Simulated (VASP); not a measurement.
Wanted: the native input for a VASP 6.6.1 run.

```
Task                   : relaxation of cell and atoms
Functional             : r2SCAN
Potentials or basis    : VASP PAW PBE potentials, release 64 (Re)
Cutoff                 : 600 eV
k mesh                 : 12 × 12 × 12
Occupations            : methfessel-paxton, width 0.1 eV
Spin                   : no spin polarisation
Further INCAR settings : ALGO = Normal; EDIFF = 1e-07; IBRION = 2; EDIFFG = -0.02; NSW = 40; ISIF = 3
```

The structure of Re lies in POSCAR:

```
Re
1.0
    0.0000000000      1.9750000000      1.9750000000
    1.9750000000      0.0000000000      1.9750000000
    1.9750000000      1.9750000000      0.0000000000
Re
1
Direct
    0.0000000000      0.0000000000      0.0000000000
```

This isn't the form of Re at room conditions, which is hcp.

The input as run:

INCAR

```
ALGO = Normal
EDIFF = 1E-7
EDIFFG = -0.02
ENCUT = 600
IBRION = 2
ISIF = 3
ISMEAR = 1
LASPH = True
LCHARG = False
LMIXTAU = True
LREAL = False
LWAVE = False
METAGGA = R2SCAN
NELM = 100
NSW = 40
PREC = Accurate
SIGMA = 0.1
```

KPOINTS

```
k-points
0
Gamma
  12 12 12
```

Potentials or basis: VASP PAW PBE potentials, release 64 (Re).

Command:

```bash
$ cat potpaw_PBE.64/Re/POTCAR > POTCAR
$ mpirun -np 1 vasp_std > vasp.out
```

Results of the run:

```json
{"Relaxed volume": "14.76 Å³/atom", "Relaxed cell": "a = 2.753 Å, b = 2.753 Å, c = 2.753 Å, α = 60.00°, β = 60.00°, γ = 60.00°", "Space group after relaxing (to 0.05 Å)": "Fm-3m (No. 225)", "Energy gained by relaxing": "32.9 meV/atom", "Ionic steps": "5", "Pressure after relaxing": "0.0 GPa", "Band gap on the k mesh": "none (metal or under the smearing width)"}
```

Caveat: the PAW data sets were made with another functional, which shifts forces and pressure a little.

It took 65 s on 1 thread of Intel(R) Xeon(R) 6975P-C (Granite Rapids), with other jobs on the host, peak memory 0.16 GiB.
